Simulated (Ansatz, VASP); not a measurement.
## One calculation of CoO (u3), two programs

```
Co O
1.0
     0.00000    2.12938   -2.12938
     0.00000    2.12938    2.12938
     4.53392    0.00000    0.00000
Co O
2 2
Cartesian
  0.0000 0.0000 0.0000
  2.2670 2.1294 0.0000
  2.2670 2.1294 2.1294
  4.5339 4.2588 2.1294
```

Alike in both runs: task relaxation of cell and atoms; functional PBE; k mesh 10 × 10 × 6; occupations gaussian, width 0.02 eV; collinear spin; Hubbard terms Co d U = 5.3 eV.

|  | VASP | Ansatz |
| --- | --- | --- |
| version | VASP 6.6.1 | Ansatz 0.2.0 |
| potentials or method | VASP PAW PBE potentials, release 64 (Co, O) | scalar-relativistic, plane waves, PAW |
| plane-wave cutoff (eV) | 600 | 420 |
| valence electrons in the cell | 30 | 46 |

```tsv
	VASP	Ansatz	Ansatz less VASP
gap on the k mesh at the Fermi level, each at its own relaxed structure (eV)	1.41	1.53	+0.113
net moment per atom (μB)	0.00	0.00	0.000
size of the moment on the site where the two differ most (μB)	2.81	2.63	-0.179
relaxed volume (Å³/atom)	9.93	10.29	+0.357
relaxed cell length with the largest relative difference (Å)	4.484	4.541	+0.0570
energy change over the relaxation (meV/atom)	-6	0	+6.0
```

Site moments also hang on the region over which each program counts them. The programs project onto different local orbitals, so the same U acts differently. The two sets of potentials don't hold the same shells in valence.

A k mesh can miss the band edges. The state reached can hang on the start; a lower one may exist.
